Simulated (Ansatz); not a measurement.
## Kick test of a cell of CdS

It was relaxed at this level from a cell as deposited in COD.

Level of theory: DFT PBE, scalar-relativistic, plane waves, PAW (Ansatz 0.2.0). Plane waves to 420 eV, a k mesh through Γ of 8×8×8 on the computed 2-atom cell and Gaussian smearing (0.02 eV); no spin polarisation.

The cell below (2 atoms, space group F-43m (No. 216)) is relaxed within its symmetry.

```xyz
2
Lattice="0.0000 2.9631 2.9631 2.9631 0.0000 2.9631 2.9631 2.9631 0.0000" Properties=species:S:1:pos:R:3 pbc="T T T"
Cd    0.0000    0.0000    0.0000
S     1.4816    1.4816    1.4816
```

For the test a repeat of it with 8 atoms (edges 4.19, 7.26, 7.26 Å) was strained at random (σ = 1.5 % a component), the atoms were moved at random (σ = 0.05 Å), and all was relaxed again on a coarse 4×2×2 mesh (in the run’s order of axes) with 0.10 eV smearing, with no symmetry imposed.

Task: Is the structure stable against such a distortion?

Result: It returns, within 1 meV/atom of the unmoved cell on that mesh and with the same symmetry when read at 0.1 Å (Cm at 0.01 Å, so small strains and shifts remain). No instability shows in this cell; modes of other wave vectors, which need another repeat, aren't tested.
